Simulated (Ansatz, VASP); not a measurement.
## Two plane-wave programs on As

Contents of INCAR:

```
SYSTEM = As
PREC = Accurate
ENCUT = 520
EDIFF = 1E-8
ISMEAR = -1
SIGMA = 0.15
LREAL = .FALSE.
LASPH = .TRUE.
NELM = 80
ALGO = Normal
ISIF = 2
LWAVE = .FALSE.
LCHARG = .FALSE.
GGA = PE
IVDW = 12
LEFG = .TRUE.
NBANDS = 12
```

Contents of KPOINTS:

```
regular mesh
0
G
  15 15 15
  0 0 0
```

POSCAR

```
As
1.0
    1.8900837833      1.0912403811      3.3763798235
   -1.8900837833      1.0912403811      3.3763798235
    0.0000000000     -2.1824807622      3.3763798235
As
2
Direct
    0.7696524162      0.7696524162      0.7696524162
    0.2303475838      0.2303475838      0.2303475838
```

Input for Ansatz:

```yaml
crystal:
  lattice:
    - [1.8900837833, 1.0912403811, 3.3763798235]
    - [-1.8900837833, 1.0912403811, 3.3763798235]
    - [0.0, -2.1824807622, 3.3763798235]
  atoms:
    - { symbol: As, position: [0.7696524162, 0.7696524162, 0.7696524162] }
    - { symbol: As, position: [0.2303475838, 0.2303475838, 0.2303475838] }
basis:
  ecutwfc: 420
kpoints:
  mp_grid: { grid: [15, 15, 15] }
hamiltonian:
  xc: pbe
  dispersion: d3bj
scf:
  occupations: { method: fermi_dirac, width: 0.15 }
output:
  forces: true
  stress: true
  eigenvalues: true
  efg: {}
checkpoint:
  read: start.run
  write: ck
  compress: false
  write_wavefunctions: false
  write_every: 100000
```

Alike in both runs: task electric field gradients; functional PBE; dispersion D3(BJ); k mesh 15 × 15 × 15; occupations fermi-dirac, width 0.15 eV; no spin polarisation.

```csv
,VASP,Ansatz
version,VASP 6.6.1,Ansatz 0.2.0
potentials or method,"VASP PAW PBE potentials, release 64 (As)","scalar-relativistic, plane waves, PAW"
plane-wave cutoff (eV),520,420
valence electrons in the cell,10,30
```

```tsv
	VASP	Ansatz	Ansatz less VASP
gap on the k mesh at the Fermi level (eV)	none	none	-
pressure (GPa)	0.3	0.0	-0.28
largest component of the traceless stress (GPa)	0.07	0.01	-0.060
rms of the force components (eV/Å)	0.028	0.000	-0.0271
Vzz of the field gradient on the site that differs most (V/Å²)	-41.4	-43.9	-2.57
```

Atom by atom the forces differ by 0.028 eV/Å (rms over components). A gap of «none» marks a metal or a gap that the smearing closes. The two sets of potentials don't hold the same shells in valence.

Caveats: pairwise dispersion overbinds metals, which lowers pressure and volume.
